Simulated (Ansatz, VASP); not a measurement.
Two plane-wave programs on CaSe

The input INCAR:

```
SYSTEM = CaSe
  ALGO = Normal
  EDIFF = 1E-6
  ENCUT = 520
  GGA = PE
  ISIF = 2
  ISMEAR = -1
  LASPH = .TRUE.
  LCHARG = .TRUE.
  LELF = .TRUE.
  LREAL = .FALSE.
  LVHAR = .TRUE.
  LWAVE = .FALSE.
  NBANDS = 15
  NELM = 80
  PREC = Accurate
  SIGMA = 0.05
```

Contents of KPOINTS:

```
k-points
0
G
  5 5 5
  0 0 0
```

POSCAR

```
CaSe
1.0
    0.0000000000      3.3000000000      3.3000000000
    3.3000000000      0.0000000000      3.3000000000
    3.3000000000      3.3000000000      0.0000000000
Se Ca
1 1
Direct
    0.2500000000      0.2500000000      0.2500000000
    0.0000000000      0.0000000000      0.0000000000
```

File input.yaml:

```yaml
crystal:
  lattice:
    - [0.0, 3.3, 3.3]
    - [3.3, 0.0, 3.3]
    - [3.3, 3.3, 0.0]
  atoms:
    - { symbol: Se, position: [0.25, 0.25, 0.25] }
    - { symbol: Ca, position: [0.0, 0.0, 0.0] }
hamiltonian:
  xc: pbe
  pseudopotentials: { kind: paw }
kpoints:
  mp_grid: { grid: [5, 5, 5] }
  band_path:
    path:
      - [[0.0, 0.0, 0.0], [0.5, 0.0, 0.5], [0.5, 0.25, 0.75], [0.375, 0.375, 0.75], [0.0, 0.0, 0.0], [0.5, 0.5, 0.5], [0.625, 0.25, 0.625], [0.5, 0.25, 0.75], [0.5, 0.5, 0.5], [0.375, 0.375, 0.75]]
      - [[0.625, 0.25, 0.625], [0.5, 0.0, 0.5]]
    npoints: 14
scf:
  occupations: { method: fermi_dirac, width: 0.05 }
  n_extra_bands: 6
output:
  forces: true
  stress: true
  eigenvalues: true
  fatbands: true
```

The cell comes from a database or a generator and needn't be the stable form of this composition.

Alike in both runs: functional PBE; k mesh 5 × 5 × 5; occupations fermi-dirac, width 0.05 eV; no spin polarisation.

|  | VASP | Ansatz |
| --- | --- | --- |
| version | VASP 6.6.1 | Ansatz 0.2.0 |
| potentials or method | VASP PAW PBE potentials, release 64 (Se, Ca_sv) | Ansatz PAW |
| plane-wave cutoff (eV) | 520 | 420 |
| valence electrons in the cell | 16 | 26 |
| task | single point | band structure |

```csv
,VASP,Ansatz,Ansatz less VASP
gap on the k mesh at the Fermi level (eV),3.15,3.15,+0.001
least direct gap on the mesh (eV),3.24,3.24,0.000
pressure (GPa),-0.1,-0.2,-0.10
```

The two sets of potentials don't hold the same shells in valence.

Caveats: an odd mesh through Γ misses points on the zone boundary, where band edges often lie (VASP). A hybrid or GW would open this gap; PBE tends to underestimate it.
